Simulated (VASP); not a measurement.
A run of VASP 6.6.1:

The input INCAR:

```
SYSTEM = TiCo
ALGO = Normal
EDIFF = 1E-7
ENCUT = 520
GGA = PE
ISIF = 2
ISMEAR = 1
ISPIN = 2
IVDW = 12
LASPH = .TRUE.
LCHARG = .FALSE.
LDAU = .TRUE.
LDAUJ = 0 0
LDAUL = 2 2
LDAUPRINT = 1
LDAUTYPE = 2
LDAUU = 5.3 4
LMAXMIX = 4
LORBIT = 11
LREAL = .FALSE.
LWAVE = .FALSE.
MAGMOM = 2 -1
NELM = 100
PREC = Accurate
SIGMA = 0.1
```

The input KPOINTS:

```
k-points
0
G
  9 9 9
  0 0 0
```

File POSCAR:

```
TiCo
1.0
    2.9861109900      0.0000000000      0.0000000000
    0.0000000000      2.9861109900      0.0000000000
    0.0000000000      0.0000000000      2.9861109900
Co Ti
1 1
Direct
    0.5000000000      0.5000000000      0.5000000000
    0.0000000000      0.0000000000      0.0000000000
```

Potentials or basis: VASP PAW PBE potentials, release 64 (Co, Ti_pv).

Launch:

```bash
$ cat potpaw_PBE.64/Co/POTCAR potpaw_PBE.64/Ti_pv/POTCAR > POTCAR
$ mpirun -np 1 vasp_std > vasp.out
```

Hardware: 1 thread of Intel(R) Xeon(R) 6975P-C (Granite Rapids), with other jobs on the host.

**Question.** How long does it take, and how much memory?

**Answer.** Wall time 15 s on 1 thread of Intel(R) Xeon(R) 6975P-C (Granite Rapids), on a shared host, peak memory 0.16 GiB. Counts: scf iterations 19, k points 35.
